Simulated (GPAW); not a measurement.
A run of GPAW 26.7.0:

Contents of run.py:

```python
import numpy as np
from ase.dft.bandgap import bandgap
from ase.io import read, write
from ase.units import GPa
from gpaw import GPAW, PW
from gpaw.spinorbit import soc_eigenstates

atoms = read('POSCAR')

calc = GPAW(mode=PW(600),
            xc='PBE',
            kpts={'size': (5, 5, 3), 'gamma': True},
            occupations={'name': 'fermi-dirac', 'width': 0.05},
            nbands=19,
            convergence={'density': 1e-05, 'energy': 1e-05},
            maxiter=150,
            txt='gpaw.txt')
atoms.calc = calc
energy = atoms.get_potential_energy()
forces = atoms.get_forces()
stress = atoms.get_stress()
calc.write('gs.gpw')
write('result.traj', atoms)
print(f'Energy: {energy:.6f} eV')
print('Forces (eV/A):')
print(forces.round(4))
print('Stress (GPa):', (stress / GPa).round(3))
print('Fermi level:', round(calc.get_fermi_level(), 4), 'eV')
print(f'Gap: {bandgap(calc)[0]:.4f} eV, direct: {bandgap(calc, direct=True)[0]:.4f} eV')

path = atoms.cell.bandpath('GMKGALHA,LM,KH', npoints=100, eps=1e-4)
bs_calc = calc.fixed_density(kpts=path, symmetry='off', nbands=36,
                             convergence={'bands': 'CBM+6.0', 'eigenstates': 1e-6}, txt='bands.txt')
bs = bs_calc.band_structure()
bs.write('bs.json')
print(f'Gap on the path: {bandgap(bs_calc)[0]:.4f} eV')

soc = soc_eigenstates(bs_calc, theta=0, phi=0)
np.savetxt('soc_bands.dat', soc.eigenvalues(), fmt='%.4f')
mesh = soc_eigenstates('gs.gpw', theta=0, phi=0)
np.savetxt('soc_mesh.dat', mesh.eigenvalues(), fmt='%.4f')
print('Fermi level with spin-orbit coupling:', round(mesh.fermi_level, 4), 'eV')
```

The input POSCAR:

```
Te
1.0
    4.4540000000      0.0000000000      0.0000000000
   -2.2270000000      3.8572771485      0.0000000000
    0.0000000000      0.0000000000      5.9240000000
Te
3
Direct
    0.7310000000      0.7310000000      0.0000000000
    0.0000000000      0.2690000000      0.6666666667
    0.2690000000      0.0000000000      0.3333333333
```

Potentials or basis: GPAW PAW data sets (gpaw-data 1.2.1), pw.

Run with:

```console
$ OMP_NUM_THREADS=1 python run.py
```

Hardware: 1 thread of Intel(R) Xeon(R) Platinum 8488C (Sapphire Rapids), with other jobs on the host.

Task: Estimate the wall time of this run.

Result: Wall time 100 s on 1 thread of Intel(R) Xeon(R) Platinum 8488C (Sapphire Rapids), on a shared host, peak memory 0.51 GiB. Counts: scf iterations 15, plane waves 3410, bands 19, k points 24.
